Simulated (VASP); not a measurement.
Input of a VASP 6.6.1 run:

The input INCAR:

```
ALGO = Normal ; EDIFF = 1E-7
EDIFFG = -0.005 ; ENCUT = 300
GGA = PS ; IBRION = 2
ISIF = 3 ; ISMEAR = 0
LASPH = T ; LCHARG = F
LREAL = F ; LWAVE = F
NELM = 60 ; NSW = 90
PREC = Accurate ; SIGMA = 0.1
```

The input KPOINTS:

```
k-points
0
Gamma
  18 18 18
```

Contents of POSCAR:

```
Ta
1.0
    0.0000000000      2.0800838200      2.0800838200
    2.0800838200      0.0000000000      2.0800838200
    2.0800838200      2.0800838200      0.0000000000
Ta
1
Direct
    0.0000000000      0.0000000000      0.0000000000
```

Potentials or basis: VASP PAW PBE potentials, release 64 (Ta_pv).

Run with:

```console
$ cat potpaw_PBE.64/Ta_pv/POTCAR > POTCAR
$ mpirun -np 1 vasp_std > vasp.out
```

**Question.** What does it give for the relaxed volume?

**Answer.** 18.16 Å³/atom.

**Question.** What does it give for the band gap on the k mesh?

**Answer.** None (metal or under the smearing width).

**Question.** What does it give for the space group after relaxing (to 0.05 Å)?

**Answer.** Fm-3m (No. 225).

Final structure:
```cif
data_structure
_symmetry_space_group_name_H-M 'P 1'
_symmetry_Int_Tables_number 1
_cell_length_a 2.9505
_cell_length_b 2.9505
_cell_length_c 2.9505
_cell_angle_alpha 60.000
_cell_angle_beta 60.000
_cell_angle_gamma 60.000
_cell_volume 18.16
loop_
_atom_site_label
_atom_site_type_symbol
_atom_site_fract_x
_atom_site_fract_y
_atom_site_fract_z
_atom_site_occupancy
Ta1 Ta 0.00000 0.00000 0.00000 1
```

Caveat: the PAW data sets were made with another functional, which shifts forces and pressure a little. The run has no spin-orbit coupling, so splittings on Ta are missing.
